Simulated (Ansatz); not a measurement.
# PtS2 in Ansatz: the effect of functional

Crystal: PtS2.

```
Pt S
1.0
     3.54320    0.00000    0.00000
    -1.77160    3.06850    0.00000
     0.00000    0.00000    5.03880
Pt S
1 2
Direct
  0.00000 0.00000 0.00000
  0.66667 0.33333 0.77300
  0.33333 0.66667 0.22700
```

Alike in all runs:

```yaml
Program: Ansatz 0.2.0
Task: band structure
Potentials_or_basis: Ansatz PAW
Cutoff: "420 eV (not typed: the program's choice for these potentials)"
k_mesh: 9 × 9 × 5
Occupations: fermi-dirac, width 0.05 eV
Spin: no spin polarisation
```

| functional | gap on the mesh (eV) | pressure (GPa) | largest force (eV/Å) |
| --- | --- | --- | --- |
| LDA | 0.90 | 3.6 | 0.80 |
| PBE | 1.02 | 11.6 | 1.26 |
| PBEsol | ? | ? | ? |

Task: What does the run with functional PBEsol give?

Result: gap on the mesh 0.95 eV; pressure 6.4 GPa; largest force 0.95 eV/Å.

Caveats: spin-orbit coupling is left out, which moves the levels of the heavy elements; the PAW data sets come from PBE, with cores solved anew for the run's functional, which leaves a small shift of forces and pressure (some runs); forces of over 1 eV/Å show positions far from the minimum, so gaps and moduli don't describe the material at rest (some runs).

